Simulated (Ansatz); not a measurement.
Wanted: the native input for an Ansatz 0.2.0 run.

```
Task                : single point
Functional          : PBE
Potentials or basis : all-electron LAPW, scalar-relativistic
Cutoff              : 246 eV (chosen from the basis error)
Basis error allowed : 0.001 eV/atom
k mesh              : 10 × 10 × 10
Occupations         : gaussian, width 0.016 eV
Spin                : no spin polarisation
```

Crystal: CaO.

```xyz
2
Lattice="0.0000 2.4036 2.4036 2.4036 0.0000 2.4036 2.4036 2.4036 0.0000" Properties=species:S:1:pos:R:3 pbc="T T T"
Ca    0.0000    0.0000    0.0000
O     2.4036    2.4036    2.4036
```

The cell is a database's computed one.

The input as run:

input.yaml

```yaml
crystal:
  lattice:
    - [0.0, 2.403555696, 2.403555696]
    - [2.403555696, 0.0, 2.403555696]
    - [2.403555696, 2.403555696, 0.0]
  atoms:
    - { symbol: Ca, position: [0.0, 0.0, 0.0] }
    - { symbol: O, position: [0.5, 0.5, 0.5] }
kpoints:
  mp_grid: { grid: [10, 10, 10] }
scf:
  occupations: { method: gaussian, width: 0.016 }
hamiltonian:
  xc: pbe
  pseudopotentials: { kind: all_electron, lapw: { basis_error: 0.001 } }
output:
  forces: true
  stress: true
  eigenvalues: true
```

Potentials or basis: all-electron LAPW, scalar-relativistic.

The run is started by

```sh
$ ansatz run input.yaml --threads 1 --pin off --max-ram 3072MiB --backend cpu --events-out ev --progress --plain --runs-dir out
```

It gave:

```
Pressure               : 1.6 GPa
Band gap on the k mesh : 3.65 eV, indirect (least direct gap 4.03 eV)
```

Run time: 4.5 s on 1 thread of Intel(R) Xeon(R) Platinum 8375C CPU @ 2.90GHz (Ice Lake), on a shared host, peak memory 0.31 GiB.
